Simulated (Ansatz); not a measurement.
Here is an Ansatz 0.2.0 calculation.

Contents of input.yaml:

```yaml
crystal:
  lattice:
    - [0.0, 3.059, 3.059]
    - [3.059, 0.0, 3.059]
    - [3.059, 3.059, 0.0]
  atoms:
    - { symbol: Sb, position: [0.75, 0.75, 0.75] }
    - { symbol: Ga, position: [0.0, 0.0, 0.0] }
kpoints:
  mp_grid: { grid: [8, 8, 8] }
  band_path:
    path:
      - [0.0, 0.0, 0.0]
      - [0.5, 0.0, 0.5]
      - [0.5, 0.25, 0.75]
      - [0.375, 0.375, 0.75]
      - [0.0, 0.0, 0.0]
      - [0.5, 0.5, 0.5]
      - [0.625, 0.25, 0.625]
      - [0.5, 0.25, 0.75]
    npoints: 6
scf:
  occupations: { method: fermi_dirac, width: 0.05 }
hamiltonian:
  xc: pbesol
  pseudopotentials: { kind: all_electron, datasets: crystal }
output:
  forces: true
  stress: true
  eigenvalues: true
  elf: true
  volumetric_format: npy
```

Potentials or basis: all-electron PAW datasets made for the crystal.

Launch:

```console
$ ansatz run input.yaml --threads 1 --pin off --max-ram 3072MiB --backend cpu --events-out ev --progress --plain --runs-dir out
```

(1) Predict the band gap along the path.

(2) Predict the pressure.

Answers

(1) none (metal or under the smearing width).

(2) -0.1 GPa.

Caveat: spin-orbit coupling is left out, which moves the levels of the heavy elements.

**The experiment to reproduce.**

A printed reference work, data compilation reports, for a bulk crystal of GaSb at 4.2 K: band gap 0.811 eV (direct).

Measured gap of GaSb: 0.811 eV (direct; 4.2 K; a printed reference work, data compilation). This calculation gives 0.00 eV (-0.81 eV). Spin-orbit coupling on Ga, Sb is left out. The value is that of PBEsol, without temperature or zero-point motion. Semilocal functionals fall short of measured gaps as a rule.
